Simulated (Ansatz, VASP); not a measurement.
**Two plane-wave programs on Ru**

The input INCAR:

```
SYSTEM = Ru
  ALGO = Fast
  EDIFF = 1E-7
  EDIFFG = -0.005
  ENCUT = 600
  GGA = PE
  IBRION = 2
  ISIF = 3
  ISMEAR = 0
  IVDW = 12
  LASPH = .TRUE.
  LCHARG = .FALSE.
  LREAL = .FALSE.
  LWAVE = .FALSE.
  NELM = 80
  NSW = 100
  PREC = Accurate
  SIGMA = 0.1
```

Contents of KPOINTS:

```
k-points
0
G
  18 18 10
  0 0 0
```

File POSCAR:

```
Ru
1.0
    2.7057993342      0.0000000000      0.0000000000
   -1.3528996671      2.3432909610      0.0000000000
    0.0000000000      0.0000000000      4.2819000000
Ru
2
Direct
    0.3333333333      0.6666666667      0.2500000000
    0.6666666667      0.3333333333      0.7500000000
```

Input for Ansatz:

```yaml
crystal:
  lattice:
    - [2.7057993342, 0.0, 0.0]
    - [-1.3528996671, 2.343290961, 0.0]
    - [0.0, 0.0, 4.2819]
  atoms:
    - { symbol: Ru, position: [0.3333333333, 0.6666666667, 0.25] }
    - { symbol: Ru, position: [0.6666666667, 0.3333333333, 0.75] }
basis:
  ecutwfc: 420
kpoints:
  mp_grid: { grid: [18, 18, 10] }
hamiltonian:
  xc: pbe
  dispersion: d3bj
scf:
  occupations: { method: gaussian, width: 0.1 }
output:
  forces: true
  stress: true
  eigenvalues: true
relax:
  adjacent_minimum: "off"
  f_tol: 0.005
  max_steps: 80
  cell: { stress_tol: 0.05 }
```

Alike in both runs: task relaxation of cell and atoms; functional PBE; dispersion D3(BJ); k mesh 18 × 18 × 10; occupations gaussian, width 0.1 eV; no spin polarisation.

|  | VASP | Ansatz |
| --- | --- | --- |
| version | VASP 6.6.1 | Ansatz 0.2.0 |
| potentials or method | VASP PAW PBE potentials, release 64 (Ru_pv) | scalar-relativistic, plane waves, PAW |
| plane-wave cutoff (eV) | 600 | 420 |
| valence electrons in the cell | 28 | 32 |

|  | VASP | Ansatz | Ansatz less VASP |
| --- | --- | --- | --- |
| gap on the k mesh at the Fermi level, each at its own relaxed structure (eV) | none | none | - |
| relaxed volume (Å³/atom) | 13.44 | 13.44 | +0.004 |
| relaxed cell length with the largest relative difference (Å) | 2.697 | 2.698 | +0.0004 |
| energy change over the relaxation (meV/atom) | -1 | -1 | +0.1 |

A gap of «none» marks a metal or a gap that the smearing closes. The two sets of potentials don't hold the same shells in valence.

Caveats: pairwise dispersion overbinds metals, which lowers pressure and volume.
